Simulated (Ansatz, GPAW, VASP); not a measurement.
# InPd: programs and potentials compared

```
In Pd
1.0
     3.27188    0.00000    0.00000
     0.00000    3.27188    0.00000
     0.00000    0.00000    3.27188
In Pd
1 1
Direct
  0.00000 0.00000 0.00000
  0.50000 0.50000 0.50000
```

The cell comes from a database or a generator and needn't be the stable form of this composition.

Alike in all runs: task band structure; functional revPBE; k mesh 8 × 8 × 8; occupations fermi-dirac, width 0.05 eV; no spin polarisation; no spin-orbit coupling. Pressure is positive in compression and, in plane waves, holds the error of the finite cutoff, which Ansatz's Pulay term estimates and takes out.

```csv
program and potentials,plane-wave cutoff (eV),notes,pressure (GPa)
"Ansatz, Ansatz PAW",420,"potentials made for PBE, which Ansatz adapts in part; 15.5 valence electrons an atom on average; Pulay term of +0.09 GPa included",6.13
"Ansatz, all-electron LAPW, scalar-relativistic",-,-,?
"VASP, PBE PAW files In_d, Pd, 520 eV",520,potentials made for PBE; 11.5 valence electrons an atom on average,6.18
"GPAW, the program's PAW data sets (release 1.2.1) made for this functional",600,14.5 valence electrons an atom on average,5.80
```

Q: Estimate from the other rows what the run with Ansatz, all-electron LAPW, scalar-relativistic gave.

A: Pressure 6.10 GPa. The other rows, which needn't bracket it: pressure 5.80 to 6.18.
